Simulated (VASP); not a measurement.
CdS: elastic constants with PBEsol

CdS:

```xyz
2
Lattice="4.2612 0.0000 0.0000 -2.1306 3.6903 0.0000 0.0000 0.0000 5.8042" Properties=species:S:1:pos:R:3 pbc="T T T"
Cd    0.0000    0.0000    2.5695
S     2.1306    1.2301    2.5208
```

Measurements of this composition are mostly on another form, of space group No. 186.

```yaml
Program: VASP 6.6.1
Task: elastic constants
Functional: PBEsol
Potentials_or_basis: VASP PAW PBE potentials, release 64 (Cd, S)
Cutoff: 600 eV
k_mesh: 5 × 5 × 4
Occupations: gaussian, width 0.02 eV
Spin: no spin polarisation
Ions_in_elastic_constants: relaxed
Further_INCAR_settings: ALGO = Normal; EDIFF = 1e-08; IBRION = 6; POTIM = 0.015; NSW = 1; ISIF = 3
```

- Relaxed volume: 41.01 Å³/atom
- Relaxed cell: a = 4.197 Å, b = 4.197 Å, c = 5.375 Å, α = 90.00°, β = 90.00°, γ = 120.00°
- Space group after relaxing (to 0.05 Å): P-6m2 (No. 187)
- Voigt bulk modulus: 30 GPa
- Highest phonon frequency at Γ, LO-TO splitting left out: 308 cm⁻¹

The path:
| step | energy change (eV) | largest force (eV/Å) | pressure (GPa) | volume (Å³) |
| --- | --- | --- | --- | --- |
| 1 | 0.0000 | 0.0133 | -1.31 | 91.27 |
| 2 | -0.0057 | 0.0084 | 1.20 | 86.41 |
| 3 | -0.0173 | 0.0021 | -0.01 | 88.53 |
| 4 | -0.0172 | 0.0018 | 0.02 | 88.48 |
| 5 | -0.0173 | 0.0022 | -0.03 | 88.53 |
| 6 | -0.0173 | 0.0021 | -0.02 | 88.52 |
| 7 | -0.0173 | 0.0021 | -0.02 | 88.48 |
| 8 | -0.0173 | 0.0020 | -0.02 | 88.36 |
| 9 | -0.0173 | 0.0018 | -0.02 | 88.13 |
| 10 | -0.0174 | 0.0015 | -0.01 | 87.66 |
| 11 | -0.0175 | 0.0011 | -0.01 | 86.72 |
| 12 | -0.0178 | 0.0007 | 0.00 | 84.85 |
| 13 | -0.0179 | 0.0000 | 0.01 | 81.10 |
| 14 | -0.0179 | 0.0000 | 0.01 | 82.01 |
| 15 | -0.0148 | 0.0005 | -0.62 | 82.16 |
| 16 | -0.0179 | 0.0001 | 0.00 | 82.01 |

Final structure:
```cif
data_structure
_symmetry_space_group_name_H-M 'P 1'
_symmetry_Int_Tables_number 1
_cell_length_a 4.1973
_cell_length_b 4.1973
_cell_length_c 5.3752
_cell_angle_alpha 90.000
_cell_angle_beta 90.000
_cell_angle_gamma 120.000
_cell_volume 82.01
loop_
_atom_site_label
_atom_site_type_symbol
_atom_site_fract_x
_atom_site_fract_y
_atom_site_fract_z
_atom_site_occupancy
Cd1 Cd 0.00000 0.00000 0.43945 1
S1 S 0.66667 0.33333 0.43755 1
```

Phonon frequencies in cm⁻¹ (negative: imaginary):
| q point | frequencies |
| --- | --- |
| (0.000, 0.000, 0.000) | -4 0 0 3 308 308 |

Elastic tensor in Voigt notation (GPa, in the Cartesian axes of the cell as first typed):
```
85 52  0  0  0  0
52 85  0  0  0  0
 0  0  0  0  0  0
 0  0  0  0  0  0
 0  0  0  0  0  0
 0  0  0  0  0 17
```

Clamped-ion elastic tensor (GPa):
```
116  36   0   0   0   0
 36 116   0   0   0   0
  0   0   0   0   0   0
  0   0   0   0   0   0
  0   0   0   0   0   0
  0   0   0   0   0  40
```

It took 7.6 min on 1 thread of Intel(R) Xeon(R) 6975P-C (Granite Rapids) (shared host), peak memory 0.34 GiB.

Caveat: the elastic tensor has a negative eigenvalue, so either the cell is unstable as it stands or the mesh is too thin; the PAW data sets were made with another functional, which shifts forces and pressure a little.
